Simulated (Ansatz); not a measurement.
**SnO: a sublattice displacement scan**

The task, for SnO: map the energy as every O atom is pushed off its site.

Computed with Ansatz 0.2.0 (DFT PBEsol, scalar-relativistic, plane waves, PAW, unless a step's input says otherwise).

## (1) The system as given

The structure is orthorhombic, space group Pmn2_1 (No. 31). Conventional cell: a = 3.316 Å, b = 5.705 Å, c = 3.894 Å, α = 90.00°, β = 90.00°, γ = 90.00°. Sn (site symmetry m) has 3 O at 2.13 to 2.14 Å as nearest neighbours. O (site symmetry m) is surrounded by 3 Sn at 2.13 to 2.14 Å.

Coordinates:

```cif
data_structure
_symmetry_space_group_name_H-M 'P 1'
_symmetry_Int_Tables_number 1
_cell_length_a 3.3156
_cell_length_b 5.7050
_cell_length_c 3.8942
_cell_angle_alpha 90.000
_cell_angle_beta 90.000
_cell_angle_gamma 90.000
_cell_volume 73.66
loop_
_atom_site_label
_atom_site_type_symbol
_atom_site_fract_x
_atom_site_fract_y
_atom_site_fract_z
_atom_site_occupancy
Sn1 Sn 0.00000 0.23379 0.52617 1
Sn2 Sn 0.50000 0.76621 0.02617 1
O1 O 0.00000 0.88536 0.72383 1
O2 O 0.50000 0.11464 0.22383 1
```

It goes back to an entry of the Materials Project, which need not be the stable form.

It is the result of an earlier relaxation at this level (volume 18.42 Å³/atom; gap on the mesh: 1.24 eV).

## (2) Zero of the scan

Contents of input.yaml:

```yaml
crystal:
  lattice:
    - [3.3156061815, 0.0, 0.0]
    - [0.0, 5.7049851891, 0.0]
    - [0.0, 0.0, 3.8941648049]
  atoms:
    - { symbol: Sn, position: [0.0, 0.2337892808, 0.5261742991] }
    - { symbol: Sn, position: [0.5, 0.7662107192, 0.0261742991] }
    - { symbol: O, position: [0.0, 0.8853564082, 0.7238267009] }
    - { symbol: O, position: [0.5, 0.1146435918, 0.2238267009] }
basis:
  ecutwfc: 420
kpoints:
  mp_grid: { grid: [8, 6, 8] }
hamiltonian:
  xc: pbesol
scf:
  occupations: { method: gaussian, width: 0.05 }
output:
  forces: true
  stress: true
  eigenvalues: true
```

Log, shortened:

```text
Warning: RAYON_NUM_THREADS=1 ignored (pool sized by the plan → 1); use --threads N
[...]
Pseudopotentials: kind: paw
Pseudopotential: Sn, paw, valence charge 14, recommended cutoff 420 eV (normal), Sn.paw.azcp
Pseudopotential: O, paw, valence charge 6, recommended cutoff 420 eV (normal), O.paw.azcp
Functional definition: PBEsol
[...]
Crystal: 4 atoms, lattice volume = 73.660 Å³
Basis set: ecut = 420 eV, 1449 PW (Γ), exchange–correlation on 48×80×54 points (8 copies of the dense FFT grid, shifted against one another)
Bands: 24, of which v1, the nominal top of the filled ones, is band 20 counted from 1 (19 counted from 0)
Symmetry: 4 space group operations
Space group: Pmn21 (ITA 31), of the structure as read, at distance tolerance 4.2e-5 Å
k-points: 100 of 384 (time reversal used)
[...]
SCF iter   1: F=—  HF=-13021.077086 eV  |F-HF|=—  |Δ(HF+E_count)|=         —  Δρ=1.48e-2  dr2=1.57e-1  ethr=1.77e-3  ⟨swp⟩=6.2  Hψ=11117  notcnv=0
[...]
SCF iter   6: F=-13021.043844 eV  HF=-13021.043844 eV  |F-HF|=4.30e-8  |Δ(HF+E_count)|=   6.41e-7  Δρ=1.08e-5  dr2=4.19e-8  ethr=2.50e-10  ⟨swp⟩=7.1  Hψ=11633  notcnv=0
[...]
SCF converged after 6 iterations
Free energy (F): -13021.043844 eV
[...]
E sigma→0 (E₀):  -13021.043844 eV
Fermi energy:    8.929023 eV
[...]
--- Forces (eV/Å), atoms counted from 1 ---
  atom   1  Sn     0.00000000     0.00070512     0.00036093
  atom   2  Sn     0.00000000    -0.00070512     0.00036093
  atom   3  O      0.00000000    -0.00009235    -0.00024866
  atom   4  O      0.00000000     0.00009235    -0.00024866
[...]
--- Stress (GPa, compression-positive) ---
        0.007367       0.000000       0.000000
        0.000000       0.018260       0.000000
        0.000000       0.000000      -0.040767
  P = ⅓ Tr σ = -0.0050 GPa (-0.050 kbar)
--- Band table (eV; the first three rows and the last of 100) ---
  k-point 0: bands = ["-12.9249", "-12.5643", "-12.4753", "-12.4304", "-12.4018", "-12.3835", "-12.3483", "-12.3424", "-12.2866", "-12.2801", "-10.7594", "-8.7223", "0.7593", "2.1955", "3.9051", "4.2084", "4.4985", "5.5802", "6.0671", "8.3098", "11.5269", "11.5552", "14.5794", "14.5832"]
[...]
```

Wall time 11 s (1 thread of an x86-64 CPU, shared host); peak memory 0.5 GiB.

The reference gives a free energy of -13021.0438 eV, pressure -0.01 GPa, largest force 0.001 eV/Å and gap on the mesh 1.24 eV.

## (3) The scan: a sublattice displacement scan

Every O atom is moved by x along the Cartesian unit vector (0.707, -0.707, 0.000); the cell and all other atoms stay fixed. Forces below are components along that vector, summed over the moved atoms.

## (4) x = -0.500 Å

input.yaml: that of step 2 with these lines changed.

```diff
@@ -8,4 +8,4 @@
     - { symbol: Sn, position: [0.5, 0.7662107192, 0.0261742991] }
-    - { symbol: O, position: [0.0, 0.8853564082, 0.7238267009] }
-    - { symbol: O, position: [0.5, 0.1146435918, 0.2238267009] }
+    - { symbol: O, position: [-0.1066331076, 0.9473291178, 0.7238267009] }
+    - { symbol: O, position: [0.3933668924, 0.1766163014, 0.2238267009] }
 basis:
```

Log, shortened:

```text
Warning: RAYON_NUM_THREADS=1 ignored (pool sized by the plan → 1); use --threads N
[...]
[... 4 set-up lines as earlier in the session ...]
[...]
Crystal: 4 atoms, lattice volume = 73.660 Å³
Basis set: ecut = 420 eV, 1449 PW (Γ), exchange–correlation on 48×80×54 points (8 copies of the dense FFT grid, shifted against one another)
Bands: 24, of which v1, the nominal top of the filled ones, is band 20 counted from 1 (19 counted from 0)
Symmetry: 1 space group operations
Space group: P1 (ITA 1), of the structure as read, at distance tolerance 4.2e-5 Å
k-points: 196 of 384 (time reversal used)
[...]
SCF iter   1: F=—  HF=-13019.065604 eV  |F-HF|=—  |Δ(HF+E_count)|=         —  Δρ=1.23e-2  dr2=1.03e-1  ethr=1.77e-3  ⟨swp⟩=6.2  Hψ=22249  notcnv=0
[...]
SCF iter   7: F=-13019.044720 eV  HF=-13019.044720 eV  |F-HF|=5.61e-9  |Δ(HF+E_count)|=   1.29e-7  Δρ=4.33e-6  dr2=9.67e-9  ethr=2.50e-10  ⟨swp⟩=5.3  Hψ=17262  notcnv=0
[...]
SCF converged after 7 iterations
Free energy (F): -13019.044720 eV
[...]
E sigma→0 (E₀):  -13019.044720 eV
Fermi energy:    8.994627 eV
[...]
--- Forces (eV/Å), atoms counted from 1 ---
  atom   1  Sn    -4.28221215     6.62596309     2.45130064
  atom   2  Sn    -0.68910363     0.47144369     0.10775155
  atom   3  O     -0.02423266    -4.67810421     1.49978563
  atom   4  O      4.99554501    -2.41932041    -4.05889045
[...]
--- Stress (GPa, compression-positive) ---
       12.794444       0.999736     -14.963960
        0.999736      11.556617      -4.632323
      -14.963960      -4.632323      12.868276
  P = ⅓ Tr σ = 12.4064 GPa (124.064 kbar)
--- Band table (eV; the first three rows and the last of 196) ---
[... band rows left out ...]
[...]
```

Wall time 26 s (1 thread of an x86-64 CPU, shared host); peak memory 0.62 GiB.

## (5) x = 0.375 Å

input.yaml: that of step 4 with these lines changed.

```diff
@@ -8,4 +8,4 @@
     - { symbol: Sn, position: [0.5, 0.7662107192, 0.0261742991] }
-    - { symbol: O, position: [-0.1066331076, 0.9473291178, 0.7238267009] }
-    - { symbol: O, position: [0.3933668924, 0.1766163014, 0.2238267009] }
+    - { symbol: O, position: [0.0799748307, 0.838876876, 0.7238267009] }
+    - { symbol: O, position: [0.5799748307, 0.0681640596, 0.2238267009] }
 basis:
```

Log, shortened:

```text
[...]
SCF converged after 6 iterations
Free energy (F): -13019.955161 eV
[...]
E sigma→0 (E₀):  -13019.955161 eV
Fermi energy:    8.923849 eV
[...]
--- Forces (eV/Å), atoms counted from 1 ---
  atom   1  Sn     0.70964588    -0.77418984     0.04544936
  atom   2  Sn     2.68655174    -4.41415018     1.22273678
  atom   3  O     -3.00051064     1.96861609    -2.20395234
  atom   4  O     -0.39566556     3.21970758     0.93592814
[...]
--- Stress (GPa, compression-positive) ---
        7.186108       0.191913       9.252093
        0.191916       6.792277       2.941478
        9.252089       2.941480       6.671575
  P = ⅓ Tr σ = 6.8833 GPa (68.833 kbar)
--- Band table (eV; the first three rows and the last of 196) ---
  k-point 0: bands = ["-13.2521", "-12.9627", "-12.9189", "-12.8209", "-12.7899", "-12.7214", "-12.4072", "-12.1369", "-12.0135", "-11.9387", "-10.6469", "-8.4854", "0.3782", "2.4124", "3.8834", "4.2406", "4.4649", "5.5466", "6.0643", "8.4019", "10.9316", "11.7063", "14.0644", "14.6752"]
[...]
```

Wall time 22 s (1 thread of an x86-64 CPU, shared host); peak memory 0.62 GiB.

## (6) Point x = -0.250 Å

input.yaml: that of step 5 with these lines changed.

```diff
@@ -8,4 +8,4 @@
     - { symbol: Sn, position: [0.5, 0.7662107192, 0.0261742991] }
-    - { symbol: O, position: [0.0799748307, 0.838876876, 0.7238267009] }
-    - { symbol: O, position: [0.5799748307, 0.0681640596, 0.2238267009] }
+    - { symbol: O, position: [-0.0533165538, 0.916342763, 0.7238267009] }
+    - { symbol: O, position: [0.4466834462, 0.1456299466, 0.2238267009] }
 basis:
```

Log, shortened:

```text
Warning: RAYON_NUM_THREADS=1 ignored (pool sized by the plan → 1); use --threads N
[...]
[... 4 set-up lines as earlier in the session ...]
[...]
Crystal: 4 atoms, lattice volume = 73.660 Å³
Basis set: ecut = 420 eV, 1449 PW (Γ), exchange–correlation on 48×80×54 points (8 copies of the dense FFT grid, shifted against one another)
Bands: 24, of which v1, the nominal top of the filled ones, is band 20 counted from 1 (19 counted from 0)
[... 2 set-up lines as earlier in the session ...]
k-points: 196 of 384 (time reversal used)
[...]
SCF iter   1: F=—  HF=-13020.601560 eV  |F-HF|=—  |Δ(HF+E_count)|=         —  Δρ=1.40e-2  dr2=1.38e-1  ethr=1.77e-3  ⟨swp⟩=6.2  Hψ=22104  notcnv=0
[...]
SCF iter   6: F=-13020.572763 eV  HF=-13020.572763 eV  |F-HF|=1.05e-7  |Δ(HF+E_count)|=   9.33e-7  Δρ=1.38e-5  dr2=5.83e-8  ethr=2.50e-10  ⟨swp⟩=7.2  Hψ=23060  notcnv=0
[...]
SCF converged after 6 iterations
Free energy (F): -13020.572763 eV
[...]
E sigma→0 (E₀):  -13020.572763 eV
Fermi energy:    8.898890 eV
[...]
--- Forces (eV/Å), atoms counted from 1 ---
  atom   1  Sn    -1.47742030     2.51083035     0.51908908
  atom   2  Sn    -0.61855675     0.84351020    -0.00891063
  atom   3  O      0.50802241    -1.95232560     0.55030665
  atom   4  O      1.58794313    -1.40200100    -1.06033705
[...]
--- Stress (GPa, compression-positive) ---
        3.182969      -0.032679      -5.222059
       -0.032678       3.114124      -1.720237
       -5.222055      -1.720240       2.767341
  P = ⅓ Tr σ = 3.0215 GPa (30.215 kbar)
--- Band table (eV; the first three rows and the last of 196) ---
[... band rows left out ...]
[...]
```

Run time: 21 s. Hardware: 1 thread of an x86-64 CPU, shared host; peak memory 0.63 GiB.

## (7) At x = 0.125 Å

input.yaml: that of step 6 with these lines changed.

```diff
@@ -8,4 +8,4 @@
     - { symbol: Sn, position: [0.5, 0.7662107192, 0.0261742991] }
-    - { symbol: O, position: [-0.0533165538, 0.916342763, 0.7238267009] }
-    - { symbol: O, position: [0.4466834462, 0.1456299466, 0.2238267009] }
+    - { symbol: O, position: [0.0266582769, 0.8698632308, 0.7238267009] }
+    - { symbol: O, position: [0.5266582769, 0.0991504144, 0.2238267009] }
 basis:
```

Log, shortened:

```text
[...]
SCF converged after 6 iterations
Free energy (F): -13020.928121 eV
[...]
E sigma→0 (E₀):  -13020.928121 eV
Fermi energy:    8.920373 eV
[...]
--- Forces (eV/Å), atoms counted from 1 ---
  atom   1  Sn     0.39250844    -0.60675138    -0.03552456
  atom   2  Sn     0.60379174    -1.03118376     0.15574236
  atom   3  O     -0.62693620     0.75053402    -0.39136851
  atom   4  O     -0.36935902     0.88742664     0.27133380
[...]
--- Stress (GPa, compression-positive) ---
        0.798281      -0.025849       2.328129
       -0.025849       0.804838       0.789979
        2.328127       0.789981       0.635443
  P = ⅓ Tr σ = 0.7462 GPa (7.462 kbar)
--- Band table (eV; the first three rows and the last of 196) ---
  k-point 0: bands = ["-12.9736", "-12.6590", "-12.5904", "-12.5062", "-12.4910", "-12.4750", "-12.3189", "-12.2810", "-12.1719", "-12.1413", "-10.7530", "-8.6924", "0.7005", "2.2339", "3.8999", "4.2164", "4.4916", "5.5775", "6.0669", "8.3200", "11.3597", "11.6682", "14.4159", "14.6858"]
[...]
```

It took 20 s on 1 thread of an x86-64 CPU, shared host; peak memory 0.63 GiB.

## (8) Point x = 0.438 Å

input.yaml: that of step 7 with these lines changed.

```diff
@@ -8,4 +8,4 @@
     - { symbol: Sn, position: [0.5, 0.7662107192, 0.0261742991] }
-    - { symbol: O, position: [0.0266582769, 0.8698632308, 0.7238267009] }
-    - { symbol: O, position: [0.5266582769, 0.0991504144, 0.2238267009] }
+    - { symbol: O, position: [0.0933039691, 0.8311302873, 0.7238267009] }
+    - { symbol: O, position: [0.5933039691, 0.0604174709, 0.2238267009] }
 basis:
```

Log, shortened:

```text
Warning: RAYON_NUM_THREADS=1 ignored (pool sized by the plan → 1); use --threads N
[...]
[... 4 set-up lines as earlier in the session ...]
[...]
Crystal: 4 atoms, lattice volume = 73.660 Å³
Basis set: ecut = 420 eV, 1449 PW (Γ), exchange–correlation on 48×80×54 points (8 copies of the dense FFT grid, shifted against one another)
Bands: 24, of which v1, the nominal top of the filled ones, is band 20 counted from 1 (19 counted from 0)
[... 2 set-up lines as earlier in the session ...]
k-points: 196 of 384 (time reversal used)
[...]
SCF iter   1: F=—  HF=-13019.561238 eV  |F-HF|=—  |Δ(HF+E_count)|=         —  Δρ=1.27e-2  dr2=1.12e-1  ethr=1.77e-3  ⟨swp⟩=6.2  Hψ=22228  notcnv=0
[...]
SCF iter   7: F=-13019.538472 eV  HF=-13019.538472 eV  |F-HF|=5.57e-9  |Δ(HF+E_count)|=   1.28e-7  Δρ=3.94e-6  dr2=7.75e-9  ethr=2.50e-10  ⟨swp⟩=5.3  Hψ=17086  notcnv=0
[...]
SCF converged after 7 iterations
Free energy (F): -13019.538472 eV
[...]
E sigma→0 (E₀):  -13019.538472 eV
Fermi energy:    8.958317 eV
[...]
--- Forces (eV/Å), atoms counted from 1 ---
  atom   1  Sn     0.71197436    -0.64714526     0.07629148
  atom   2  Sn     3.43447492    -5.49361702     1.75786292
  atom   3  O     -3.91784682     2.21291913    -3.02652393
  atom   4  O     -0.22859811     3.92785707     1.19231433
[...]
--- Stress (GPa, compression-positive) ---
        9.794287       0.495963      11.866994
        0.495963       9.062532       3.715434
       11.866995       3.715434       9.444185
  P = ⅓ Tr σ = 9.4337 GPa (94.337 kbar)
--- Band table (eV; the first three rows and the last of 196) ---
[... band rows left out ...]
[...]
```

Run time: 27 s. Hardware: 1 thread of an x86-64 CPU, shared host; peak memory 0.62 GiB.

## (9) x = 0.312 Å

input.yaml: that of step 8 with these lines changed.

```diff
@@ -8,4 +8,4 @@
     - { symbol: Sn, position: [0.5, 0.7662107192, 0.0261742991] }
-    - { symbol: O, position: [0.0933039691, 0.8311302873, 0.7238267009] }
-    - { symbol: O, position: [0.5933039691, 0.0604174709, 0.2238267009] }
+    - { symbol: O, position: [0.0666456922, 0.8466234647, 0.7238267009] }
+    - { symbol: O, position: [0.5666456922, 0.0759106483, 0.2238267009] }
 basis:
```

Log, shortened:

```text
Warning: RAYON_NUM_THREADS=1 ignored (pool sized by the plan → 1); use --threads N
[...]
[... 4 set-up lines as earlier in the session ...]
[...]
Crystal: 4 atoms, lattice volume = 73.660 Å³
Basis set: ecut = 420 eV, 1449 PW (Γ), exchange–correlation on 48×80×54 points (8 copies of the dense FFT grid, shifted against one another)
Bands: 24, of which v1, the nominal top of the filled ones, is band 20 counted from 1 (19 counted from 0)
[... 2 set-up lines as earlier in the session ...]
k-points: 196 of 384 (time reversal used)
[...]
SCF iter   1: F=—  HF=-13020.325428 eV  |F-HF|=—  |Δ(HF+E_count)|=         —  Δρ=1.36e-2  dr2=1.30e-1  ethr=1.77e-3  ⟨swp⟩=6.2  Hψ=22131  notcnv=0
[...]
SCF iter   6: F=-13020.298581 eV  HF=-13020.298581 eV  |F-HF|=1.12e-7  |Δ(HF+E_count)|=   9.80e-7  Δρ=1.44e-5  dr2=6.84e-8  ethr=2.50e-10  ⟨swp⟩=7.4  Hψ=23248  notcnv=0
[...]
SCF converged after 6 iterations
Free energy (F): -13020.298581 eV
[...]
E sigma→0 (E₀):  -13020.298581 eV
Fermi energy:    8.890584 eV
[...]
--- Forces (eV/Å), atoms counted from 1 ---
  atom   1  Sn     0.67940667    -0.84273440     0.01630974
  atom   2  Sn     2.03610639    -3.41405688     0.81805711
  atom   3  O     -2.22940166     1.69649351    -1.55885068
  atom   4  O     -0.48609759     2.56028480     0.72463067
[...]
--- Stress (GPa, compression-positive) ---
        4.981201       0.031859       7.059561
        0.031860       4.796119       2.284215
        7.059557       2.284218       4.469657
  P = ⅓ Tr σ = 4.7490 GPa (47.490 kbar)
--- Band table (eV; the first three rows and the last of 196) ---
[... band rows left out ...]
[...]
```

It took 22 s on 1 thread of an x86-64 CPU, shared host; peak memory 0.62 GiB.

## (10) At x = 0.188 Å

input.yaml: that of step 9 with these lines changed.

```diff
@@ -8,4 +8,4 @@
     - { symbol: Sn, position: [0.5, 0.7662107192, 0.0261742991] }
-    - { symbol: O, position: [0.0666456922, 0.8466234647, 0.7238267009] }
-    - { symbol: O, position: [0.5666456922, 0.0759106483, 0.2238267009] }
+    - { symbol: O, position: [0.0399874153, 0.8621166421, 0.7238267009] }
+    - { symbol: O, position: [0.5399874153, 0.0914038257, 0.2238267009] }
 basis:
```

Log, shortened:

```text
[...]
SCF converged after 6 iterations
Free energy (F): -13020.781522 eV
[...]
E sigma→0 (E₀):  -13020.781522 eV
Fermi energy:    8.910622 eV
[...]
--- Forces (eV/Å), atoms counted from 1 ---
  atom   1  Sn     0.52409832    -0.76763659    -0.02742896
  atom   2  Sn     1.00278700    -1.71487504     0.30434588
  atom   3  O     -1.05910291     1.08698546    -0.67981870
  atom   4  O     -0.46777661     1.39552732     0.40306291
[...]
--- Stress (GPa, compression-positive) ---
        1.789832      -0.041599       3.668786
       -0.041598       1.776203       1.228546
        3.668783       1.228548       1.504760
  P = ⅓ Tr σ = 1.6903 GPa (16.903 kbar)
--- Band table (eV; the first three rows and the last of 196) ---
  k-point 0: bands = ["-13.0275", "-12.7330", "-12.6814", "-12.5916", "-12.5709", "-12.5118", "-12.2885", "-12.2327", "-12.1152", "-12.0691", "-10.7422", "-8.6562", "0.6348", "2.2747", "3.8945", "4.2251", "4.4838", "5.5735", "6.0669", "8.3326", "11.2567", "11.7051", "14.3243", "14.7052"]
[...]
```

Wall time 23 s (1 thread of an x86-64 CPU, shared host); peak memory 0.62 GiB.

## (11) x = 0.062 Å

input.yaml: that of step 10 with these lines changed.

```diff
@@ -8,4 +8,4 @@
     - { symbol: Sn, position: [0.5, 0.7662107192, 0.0261742991] }
-    - { symbol: O, position: [0.0399874153, 0.8621166421, 0.7238267009] }
-    - { symbol: O, position: [0.5399874153, 0.0914038257, 0.2238267009] }
+    - { symbol: O, position: [0.0133291384, 0.8776098195, 0.7238267009] }
+    - { symbol: O, position: [0.5133291384, 0.1068970031, 0.2238267009] }
 basis:
```

Log, shortened:

```text
[...]
SCF converged after 6 iterations
Free energy (F): -13021.015045 eV
[...]
E sigma→0 (E₀):  -13021.015045 eV
Fermi energy:    8.926792 eV
[...]
--- Forces (eV/Å), atoms counted from 1 ---
  atom   1  Sn     0.21952095    -0.35302452    -0.02834752
  atom   2  Sn     0.27211598    -0.46060739     0.05845168
  atom   3  O     -0.27761653     0.38966082    -0.17178482
  atom   4  O     -0.21401807     0.42397012     0.14187863
[...]
--- Stress (GPa, compression-positive) ---
        0.204896      -0.007564       1.128802
       -0.007564       0.215685       0.386352
        1.128801       0.386353       0.126685
  P = ⅓ Tr σ = 0.1824 GPa (1.824 kbar)
--- Band table (eV; the first three rows and the last of 196) ---
  k-point 0: bands = ["-12.9376", "-12.5954", "-12.5012", "-12.4750", "-12.4135", "-12.4031", "-12.3585", "-12.3396", "-12.2360", "-12.2201", "-10.7580", "-8.7148", "0.7441", "2.2056", "3.9037", "4.2105", "4.4967", "5.5796", "6.0670", "8.3124", "11.4548", "11.6137", "14.5034", "14.6439"]
[...]
```

Wall time 24 s (1 thread of an x86-64 CPU, shared host); peak memory 0.63 GiB.

## (12) The scan collected

The scan, with free energies counted from the undisturbed cell:

```tsv
x (Å)	ΔE (meV/cell)	force on the moved atoms (eV/Å)	pressure (GPa)	gap on the mesh (eV)
-0.500	1999.1	8.534	12.4	0.53
-0.250	471.1	3.854	3.0	1.10
0.000	0.0	0.000	0.0	1.24
0.062	28.8	-0.923	0.2	1.23
0.125	115.7	-1.863	0.7	1.20
0.188	262.3	-2.835	1.7	1.16
0.312	745.3	-4.930	4.7	1.02
0.375	1088.7	-6.070	6.9	0.85
0.438	1505.4	-7.274	9.4	0.69
```

Not run, since symmetry makes them alike: 0.500 repeats -0.500, -0.375 repeats 0.375, 0.250 repeats -0.250, -0.125 repeats 0.125. Energy, pressure and gap are the same there.

## (13) Outcome

```
                                                        quantity                                       value
force constant along x, from the points at -0.250, 0 and 0.062 Å  14.90 eV/Å² for the 2 moved atoms together
```

Near the site the force constant is 14.90 eV/Å² for the 2 atoms together, 7.45 on average. The step of 0.25 Å is wide, so anharmonic terms mix in. No sampled point lies below the undisturbed cell. The gap on the mesh stays between 0.53 and 1.24 eV. Layers here are held mostly by dispersion, which this level lacks, so their spacing and the stiffness across them are unreliable there.
